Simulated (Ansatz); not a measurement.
Crystal: Te2Mo.

```
CELL_PARAMETERS angstrom
3.51820 0.00000 0.00000
-1.75910 3.04685 0.00000
0.00000 0.00000 13.97360
ATOMIC_POSITIONS crystal
Te 0.66667 0.33333 0.37900
Te 0.33333 0.66667 0.87900
Te 0.66667 0.33333 0.12100
Te 0.33333 0.66667 0.62100
Mo 0.66667 0.33333 0.75000
Mo 0.33333 0.66667 0.25000
```

Base run:

```yaml
Program: Ansatz 0.2.0
Functional: PBEsol
Potentials_or_basis: Ansatz PAW
Cutoff: "420 eV (not typed: the program's choice for these potentials)"
k_mesh: 9 × 9 × 2
Occupations: fermi-dirac, width 0.05 eV
Spin: no spin polarisation
```

Its results: band gap on the k mesh 0.76 eV, indirect (least direct gap 1.04 eV); pressure -1.1 GPa; largest force 0.090 eV/Å.

The run is repeated on the same cell with these changes: functional from PBEsol to RPBE. What comes out?

Band gap on the k mesh 0.81 eV, indirect (least direct gap 1.04 eV); pressure 4.9 GPa; largest force 0.259 eV/Å.

RPBE binds less tightly than PBEsol, so the same cell stands under more pressure.

Caveats: the k mesh misses the band edges, so the gap on the mesh is wider than the one along the path; spin-orbit coupling is left out, which moves the levels of the heavy elements; this functional lacks dispersion, which binds the layers, so the pressure and a relaxed spacing across them are unreliable; the PAW data sets come from PBE, with cores solved anew for the run's functional, which leaves a small shift of forces and pressure.
